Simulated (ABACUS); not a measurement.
Nb:

```
Nb
1.0
     2.88205    0.00000    0.00000
    -0.96068    2.71722    0.00000
    -0.96068   -1.35861    2.35318
Nb
1
Direct
  0.00000 0.00000 0.00000
```

- Program: ABACUS 3.10.1
- Task: relaxation of cell and atoms
- Functional: BP86
- Potentials or basis: SG15 ONCV 1.2 PBE
- Cutoff: 1116 eV
- Density cutoff: 4463 eV
- Basis: plane waves
- k mesh: 9 × 9 × 9
- Occupations: fermi-dirac, width 0.05 eV
- Spin: no spin polarisation

At the start: pressure -3.0 GPa; volume 18.43 Å³/atom.

Task: Where does the relaxation end?

Result: Over 3 steps the energy falls by 3.0 meV/atom and the volume is 18.11 Å³/atom (-1.7 %); space group Im-3m (No. 229, to 0.05 Å).

The path:
```csv
step,energy change (eV),largest force (eV/Å),pressure (GPa),volume (Å³)
1,0.0000,0.0000,-2.98,18.43
2,0.0086,0.0000,6.28,17.50
3,-0.0030,0.0000,-0.08,18.11
```

Final structure:
```
CELL_PARAMETERS angstrom
2.86536 0.00000 0.00000
-0.95512 2.70149 0.00000
-0.95512 -1.35074 2.33956
ATOMIC_POSITIONS crystal
Nb 0.00000 0.00000 0.00000
```

Caveat: the potentials were made for another functional, which shifts forces and pressure.
